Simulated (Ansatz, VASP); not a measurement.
One calculation of Ti, two programs

The input INCAR:

```
ALGO = Normal ; EDIFF = 1E-6
ENCUT = 520 ; GGA = PE
GGA_COMPAT = False ; ISIF = 2
ISMEAR = -1 ; LASPH = True
LCHARG = False ; LMAXMIX = 4
LORBIT = 11 ; LORBMOM = True
LREAL = False ; LSORBIT = True
LWAVE = False ; MAGMOM = 0 0 0
NBANDS = 23 ; NELM = 150
PREC = Accurate ; SIGMA = 0.08
```

File KPOINTS:

```
k-points
0
Gamma
  17 17 17
```

The input POSCAR:

```
Ti
1.0
   -1.6410000000      1.6410000000      1.6410000000
    1.6410000000     -1.6410000000      1.6410000000
    1.6410000000      1.6410000000     -1.6410000000
Ti
1
Direct
    0.0000000000      0.0000000000      0.0000000000
```

Input for Ansatz:

```yaml
crystal:
  lattice:
    - [-1.641, 1.641, 1.641]
    - [1.641, -1.641, 1.641]
    - [1.641, 1.641, -1.641]
  atoms:
    - { symbol: Ti, position: [0.0, 0.0, 0.0] }
kpoints:
  mp_grid: { grid: [17, 17, 17] }
  band_path:
    path:
      - [0.0, 0.0, 0.0]
      - [0.5, -0.5, 0.5]
      - [0.0, 0.0, 0.5]
      - [0.0, 0.0, 0.0]
      - [0.25, 0.25, 0.25]
      - [0.5, -0.5, 0.5]
      - [0.25, 0.25, 0.25]
      - [0.0, 0.0, 0.5]
    npoints: 5
scf:
  occupations: { method: fermi_dirac, width: 0.08 }
hamiltonian:
  xc: pbe
  pseudopotentials: { kind: all_electron, lapw: { basis_error: 0.001 } }
output:
  forces: true
  stress: true
  eigenvalues: true
magnetization:
  noncollinear: true
  spin_orbit: true
```

Alike in both runs: task single point; functional PBE; k mesh 17 × 17 × 17; occupations fermi-dirac, width 0.08 eV; non-collinear spin, spin-orbit coupling.

|  | VASP | Ansatz |
| --- | --- | --- |
| version | VASP 6.6.1 | Ansatz 0.2.0 |
| potentials or method | VASP PAW PBE potentials, release 64 (Ti_sv) | all-electron LAPW |
| plane-wave cutoff (eV) | 520 | see its input |

|  | VASP | Ansatz | Ansatz less VASP |
| --- | --- | --- | --- |
| pressure (GPa) | -2.5 | -2.3 | +0.24 |
| net moment per atom (μB) | 0.00 | 0.00 | 0.000 |

Ansatz ran all-electron here, so the differences hold the error of VASP's frozen core and of both bases.
